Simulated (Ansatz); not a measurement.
Rh: clamped-ion strain scan

All numbers below come from Ansatz, DFT PBEsol, scalar-relativistic, plane waves, PAW. Cutoff 420 eV, Γ-centred 24×24×14 k-points, Gaussian smearing of 0.15 eV. No spin polarisation. Energies are free energies at this smearing, counted from the undisturbed cell; pressure is positive in compression.

Reference structure (relaxed at this level; with this scan's settings it stands at 0.1 GPa; this form isn't the usual structure):

```
Rh
1.0
     2.68874    0.00000    0.00000
    -1.34437    2.32851    0.00000
     0.00000    0.00000    4.32902
Rh
2
Cartesian
  1.3444 0.7762 3.2468
  0.0000 1.5523 1.0823
```

The cell is strained by ε times the Voigt pattern (0, 0, 0, 0, 1, 0) (xx, yy, zz, yz, xz, xy; engineering shear) with fractional coordinates fixed. The cell is metallic on the mesh throughout.

| ε | ΔE (meV/atom) |
| --- | --- |
| -0.1500 | 82.9 |
| -0.0750 | 20.3 |
| 0.0000 | 0.0 |
| 0.0187 | 1.3 |
| 0.0375 | 5.1 |
| 0.0562 | 11.4 |
| 0.0937 | 31.8 |
| 0.1125 | 46.0 |
| 0.1312 | 62.9 |

Problem. Predict the stress summed along the pattern (GPa, tension positive) at each point.

Solution.
```tsv
ε	stress summed along the pattern (GPa, tension positive)
-0.1500	-12.98
-0.0750	-6.36
0.0000	0.00
0.0187	1.59
0.0375	3.19
0.0562	4.78
0.0937	7.95
0.1125	9.57
0.1312	11.24
```